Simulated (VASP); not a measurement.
# As (R-3m) in VASP: further runs, part 2 of 3

VASP 6.6.1. The steps go on from the part before.

**3. Relaxation of cell and atoms, PBEsol**

This run uses another cell than the first one, of 21.53 Å³/atom, 1.054 times its volume.

Contents of INCAR:

```
PREC     = Accurate       # precision mode
ENCUT    = 600            # plane-wave cutoff, eV
EDIFF    = 1E-6           # SCF threshold, eV
ISMEAR   = 1              # smearing method
SIGMA    = 0.1            # smearing width, eV
LREAL    = F              # projectors in reciprocal space
LASPH    = T              # aspherical terms in the spheres
NELM     = 80             # most SCF steps
ALGO     = Normal         # electronic algorithm
ISIF     = 3              # what is computed and relaxed
LWAVE    = F              # write WAVECAR
LCHARG   = F              # write CHGCAR
GGA      = PS             # functional
IBRION   = 2              # ionic algorithm
NSW      = 90             # ionic steps
EDIFFG   = -0.01          # ionic threshold
```

Contents of KPOINTS:

```
Automatic mesh
0
Gamma
  12 12 12
```

Contents of POSCAR:

```
As
1.0
    1.8807968987      1.0858785957      3.5140619945
   -1.8807968987      1.0858785957      3.5140619945
    0.0000000000     -2.1717571915      3.5140619945
As
2
Direct
    0.7740000000      0.7740000000      0.7740000000
    0.2260000000      0.2260000000      0.2260000000
```

Potentials or basis: VASP PAW PBE potentials, release 64 (As).

Run with:

```bash
$ cat potpaw_PBE.64/As/POTCAR > POTCAR
$ mpirun -np 1 vasp_std > vasp.out
```

OUTCAR:

```text
PREC = Accurate
   ENCUT = 600
   EDIFF = 1E-6
   ISMEAR = 1
   LREAL = F
   LASPH = T
   NELM = 80
   ISIF = 3
   GGA = PS
   IBRION = 2
   NSW = 90
   EDIFFG = -0.01

 ion  position               nearest neighbor table
   1  0.774  0.774  0.774-   2 2.51   2 2.51   2 2.51
   2  0.226  0.226  0.226-   1 2.51   1 2.51   1 2.51

  LATTYP: Found a trigonal (rhomboedric) cell.
 ALAT       =     4.1310000000
 COS(alpha) =     0.5854247172

  Lattice vectors:

 A1 = (   1.8807968987,   1.0858785957,   3.5140619945)
 A2 = (  -1.8807968987,   1.0858785957,   3.5140619945)
 A3 = (   0.0000000000,  -2.1717571915,   3.5140619945)

Analysis of symmetry for initial positions (statically):
=====================================================================
 Subroutine PRICEL returns:
 Original cell was already a primitive cell.

 Routine SETGRP: Setting up the symmetry group for a
 trigonal (rhombohedral) supercell.

 Subroutine GETGRP returns: Found 12 space group operations
 (whereof 12 operations were pure point group operations)
 out of a pool of 12 trial point group operations.

The static configuration has the point symmetry D_3d.

Analysis of symmetry for dynamics (positions and initial velocities):
=====================================================================
 Subroutine PRICEL returns:
 Original cell was already a primitive cell.

 Routine SETGRP: Setting up the symmetry group for a
 trigonal (rhombohedral) supercell.

 Subroutine GETGRP returns: Found 12 space group operations
 (whereof 12 operations were pure point group operations)
 out of a pool of 12 trial point group operations.

The dynamic configuration has the point symmetry D_3d.

 Subroutine INISYM returns: Found 12 space group operations
 (whereof 12 operations are pure point group operations),
 and found     1 'primitive' translations

----------------------------------------------------------------------------------------

                                     Primitive cell

  volume of cell :      43.0610

  direct lattice vectors                    reciprocal lattice vectors
     1.880796899  1.085878596  3.514061995     0.265844760  0.153485544  0.094856987
    -1.880796899  1.085878596  3.514061995    -0.265844760  0.153485544  0.094856987
     0.000000000 -2.171757191  3.514061995     0.000000000 -0.306971087  0.094856987

  length of vectors
     4.131000000  4.131000000  4.131000000     0.321292852  0.321292852  0.321292852

  position of ions in fractional coordinates (direct lattice)
     0.774000000  0.774000000  0.774000000
     0.226000000  0.226000000  0.226000000

  ion indices of the primitive-cell ions
   primitive index   ion index
                 1           1
                 2           2

----------------------------------------------------------------------------------------

 KPOINTS: Automatic mesh

Automatic generation of k-mesh.
 Grid dimensions read from file:
 generate k-points for:   12   12   12

[... 58 lines left out ...]
   LNONCOLLINEAR =      F non collinear calculations
   LSORBIT =      F    spin-orbit coupling
   LASPH  =      T    aspherical Exc in radial PAW
   ENCUT  =  600.0 eV  44.10 Ry    6.64 a.u.   8.25  8.25  8.25*2*pi/ulx,y,z
   NELM   =     80;   NELMIN=  2; NELMDL= -5     # of ELM steps
   EDIFF  = 0.1E-05   stopping-criterion for ELM
   LREAL  =      F    real-space projection
   EDIFFG = -.1E-01   stopping-criterion for IOM
   NSW    =     90    number of steps for IOM
   IBRION =      2    ionic relax: 0-MD 1-quasi-New 2-CG
   NFREE  =      1    steps in history (QN), initial steepest desc. (CG)
   ISIF   =      3    stress and relaxation
   ISYM   =      2    0-nonsym 1-usesym 2-fastsym
   POTIM  = 0.5000    time-step for ionic-motion
   TEBEG  =    0.0;   TEEND  =   0.0 temperature during run
   PSTRESS=    0.0 pullay stress
   NELECT =      10.0000    total number of electrons
   NUPDOWN=      -1.0000    fix difference up-down
   EMIN   =  10.00;   EMAX   =-10.00  energy-range for DOS
   EFERMI =   0.00;   METHOD = LEGACY
   ISMEAR =     1;   SIGMA  =   0.10  broadening in eV -4-tet -1-fermi 0-gaus
   EFERMI_NEDOS =   21; number of points for ismear=-14 and -15
   IALGO  =     38    algorithm
   IMIX   =      4    mixing-type and parameters
     AMIX     =   0.40;   BMIX     =  1.00
     AMIX_MAG =   1.60;   BMIX_MAG =  1.00
  volume/ion in A,a.u.               =      21.53       145.29
  Fermi-wavevector in a.u.,A,eV,Ry     =   1.006268  1.901570 13.776916  1.012575
  Thomas-Fermi vector in A             =   2.138999
   LORBIT       =      0    0 simple, 1 ext, 2 COOP (PROOUT), +10 PAW based schemes
   GGA     = PS    functional components
   LHFCALC =     F    Hartree Fock is set to
   AEXX    =    0.0000 exact exchange contribution
   IVDW    =     0    specifies the selected vdW correction
   LEPSILON=     F    determine dielectric tensor
   LRPA    =     F    only Hartree local field effects (RPA)
 conjugate gradient relaxation of ions
 non-spin polarized calculation
 Methfessel and Paxton  Order N= 1 SIGMA  =   0.10
  energy-cutoff  :      600.00
  volume of cell :       43.06
 maximum number of plane-waves:      1458
 NGX is ok and might be reduce to    36
   NGX = 17   NGY = 17   NGZ = 17

--------------------------------------- Ionic step        1  -------------------------------------------

 number of electron      10.0000000 magnetization

 Free energy of the ion-electron system (eV)
  ---------------------------------------------------
  ext. energy  EPLUGINS =         0.00000000
  ---------------------------------------------------
  free energy    TOTEN  =       -10.19510487 eV

  energy without entropy =      -10.19503305  energy(sigma->0) =      -10.19508093

------------------------ aborting loop because EDIFF is reached ----------------------------------------

  FORCE on cell =-STRESS in cart. coord.  units (eV):
  Direction    XX          YY          ZZ          XY          YZ          ZX
  --------------------------------------------------------------------------------------
  -------------------------------------------------------------------------------------
  Total        0.2883595      0.2883595      0.0232341      0.0000000     -0.0000000      0.0000000
  in kB       10.7290449     10.7290449      0.8644738      0.0000000     -0.0000000      0.0000000
  external PRESSURE =       7.4408545 kB  Pullay stress =       0.0000000 kB
[... 89 lines left out ...]
  FREE ENERGIE OF THE ION-ELECTRON SYSTEM (eV)
  ---------------------------------------------------
  free  energy   TOTEN  =       -10.2042441192 eV

  energy  without entropy=      -10.2041904498  energy(sigma->0) =      -10.20422623

[... ionic steps 4 to 9 ...]

--------------------------------------- Ionic step       10  -------------------------------------------

 number of electron      10.0000000 magnetization

------------------------ aborting loop because EDIFF is reached ----------------------------------------
[... 67 lines left out ...]
--------------------------------------- Ionic step       12  -------------------------------------------

 number of electron      10.0000000 magnetization

 Free energy of the ion-electron system (eV)
  ---------------------------------------------------
  ext. energy  EPLUGINS =         0.00000000
  ---------------------------------------------------
  free energy    TOTEN  =       -10.21821324 eV

  energy without entropy =      -10.21824910  energy(sigma->0) =      -10.21822520

 E-fermi :   5.6023     XC(G=0): -10.2673

 val. band max:        5.4725420107   @ k =   0.4167   0.3333   0.3333
 cond. band min:       5.6168747449   @ k =   0.4167   0.0833   0.0833
 fundamental gap:      0.1443327342
 Fermi energy:         5.6023205216

 k-point     1 :       0.0000    0.0000    0.0000
  band No.  band energies     occupation
      1      -9.5144      2.00000
      2       0.0560      2.00000
      3       3.2598      2.00000
      4       3.5417      2.00000
      5       3.5417      2.00000
      6       7.7377      0.00000
      7       8.7487      0.00000
      8       8.7487      0.00000
      9      12.0338      0.00000
[... 265 lines left out ...]
 k-point    24 :      -0.4167    0.1667    0.0000
  band No.  band energies     occupation
      1      -6.4567      2.00000
      2      -5.4999      2.00000
      3       1.0494      2.00000
      4       2.8167      2.00000
      5       3.6185      2.00000
      6       6.7599     -0.00000
      7       7.0889     -0.00000
      8       9.2095      0.00000
      9      13.6199      0.00000

 [... further k-points ...]
[... 5 lines left out ...]
  --------------------------------------------------------------------------------------
  -------------------------------------------------------------------------------------
  Total       -0.0003549     -0.0003549      0.0013398     -0.0000000     -0.0000000      0.0000000
  in kB       -0.0136130     -0.0136130      0.0513896     -0.0000000     -0.0000000      0.0000000
  external PRESSURE =       0.0080545 kB  Pullay stress =       0.0000000 kB
[... 17 lines left out ...]
  FREE ENERGIE OF THE ION-ELECTRON SYSTEM (eV)
  ---------------------------------------------------
  free  energy   TOTEN  =       -10.2182132420 eV

  energy  without entropy=      -10.2182491021  energy(sigma->0) =      -10.21822520

 reached required accuracy - stopping structural energy minimisation
```

It took 4.7 min on 1 thread of AMD EPYC 9R45 (Zen 5), shared host; peak memory 0.24 GiB.

Results:

```
Free energy                            : -10.2182 eV
Relaxed volume                         : 20.89 Å³/atom
Relaxed cell                           : a = 4.009 Å, b = 4.009 Å, c = 4.009 Å, α = 56.42°, β = 56.42°, γ = 56.42°
Space group after relaxing (to 0.05 Å) : R-3m (No. 166)
Energy gained by relaxing              : 11.6 meV/atom
Ionic steps                            : 12
Pressure after relaxing                : 0.0 GPa
Band gap on the k mesh                 : none (metal or under the smearing width)
```

The path:
| step | energy change (eV) | largest force (eV/Å) | pressure (GPa) | volume (Å³) |
| --- | --- | --- | --- | --- |
| 1 | 0.0000 | 0.4441 | 0.74 | 43.06 |
| 2 | -0.0086 | 0.0013 | -1.55 | 43.69 |
| 3 | -0.0091 | 0.0803 | -1.12 | 43.57 |
| 4 | -0.0155 | 0.0268 | -0.56 | 42.86 |
| 5 | -0.0188 | 0.0388 | 0.30 | 41.95 |
| 6 | -0.0223 | 0.0381 | 0.11 | 41.80 |
| 7 | -0.0230 | 0.0349 | 0.00 | 41.70 |
| 8 | -0.0230 | 0.0353 | 0.01 | 41.71 |
| 9 | -0.0231 | 0.0026 | 0.09 | 41.72 |
| 10 | -0.0231 | 0.0015 | 0.09 | 41.72 |
| 11 | -0.0231 | 0.0019 | -0.08 | 41.82 |
| 12 | -0.0231 | 0.0003 | 0.00 | 41.77 |

Final structure:
```cif
data_structure
_symmetry_space_group_name_H-M 'P 1'
_symmetry_Int_Tables_number 1
_cell_length_a 4.0086
_cell_length_b 4.0086
_cell_length_c 4.0086
_cell_angle_alpha 56.415
_cell_angle_beta 56.415
_cell_angle_gamma 56.415
_cell_volume 41.77
loop_
_atom_site_label
_atom_site_type_symbol
_atom_site_fract_x
_atom_site_fract_y
_atom_site_fract_z
_atom_site_occupancy
As1 As 0.76946 0.76946 0.76946 1
As2 As 0.23054 0.23054 0.23054 1
```

Caveat: the PAW data sets were made with another functional, which shifts forces and pressure a little.

**4. Relaxation of cell and atoms, PBEsol**

This run uses another cell than the first one, of 20.89 Å³/atom, 1.023 times its volume.

INCAR: that of step 3 with these lines changed.

```diff
@@ -2,3 +2,3 @@
 ENCUT    = 600            # plane-wave cutoff, eV
-EDIFF    = 1E-6           # SCF threshold, eV
+EDIFF    = 1E-7           # SCF threshold, eV
 ISMEAR   = 1              # smearing method
@@ -15,2 +15,2 @@
 NSW      = 90             # ionic steps
-EDIFFG   = -0.01          # ionic threshold
+EDIFFG   = -0.005         # ionic threshold
```

KPOINTS is that of step 3.

Contents of POSCAR:

```
As                                      
1.0
    1.8947280648      1.0939217582      3.3588685382
   -1.8947280648      1.0939217582      3.3588685382
   -0.0000000000     -2.1878435164      3.3588685382
  As            
     2
Direct
     0.7694606642074422    0.7694606642074422    0.7694606642074421
     0.2305393357925579    0.2305393357925579    0.2305393357925579
```

Run with:

```bash
$ cat potpaw_PBE.64/As/POTCAR > POTCAR
$ mpirun -np 1 vasp_std > vasp.out
```

It took 31 s on 1 thread of AMD EPYC 9R45 (Zen 5), shared host; peak memory 0.2 GiB.

The run converged. Its results:

| Property | Result |
| --- | --- |
| Free energy | -10.2182 eV |
| Pressure after relaxing | 0.0 GPa |
| Band gap on the k mesh | none (metal or under the smearing width) |

Final structure:
```xyz
2
Lattice="1.8947 1.0939 3.3589 -1.8947 1.0939 3.3589 0.0000 -2.1878 3.3589" Properties=species:S:1:pos:R:3 pbc="T T T"
As    0.0000    0.0000    7.7536
As    0.0000    0.0000    2.3231
```

Levels at points of the mesh, in eV from the Fermi level:
```csv
k point,band 3,band 4,band 5,band 6,band 7,band 8
"(0.00, 0.00, 0.00)",-2.34,-2.06,-2.06,2.14,3.15,3.15
"(0.50, 0.00, 0.00)",-2.54,-2.34,-0.33,-0.27,0.26,0.88
"(0.50, 0.50, 0.00)",-6.35,-4.35,-4.29,1.56,5.73,6.70
"(0.50, 0.50, 0.50)",-1.70,-1.70,-0.69,0.35,0.35,1.55
```

Caveat: the relaxation stopped at its first step, so nothing moved; the PAW data sets were made with another functional, which shifts forces and pressure a little.

(Part 2 of 3 ends here.)
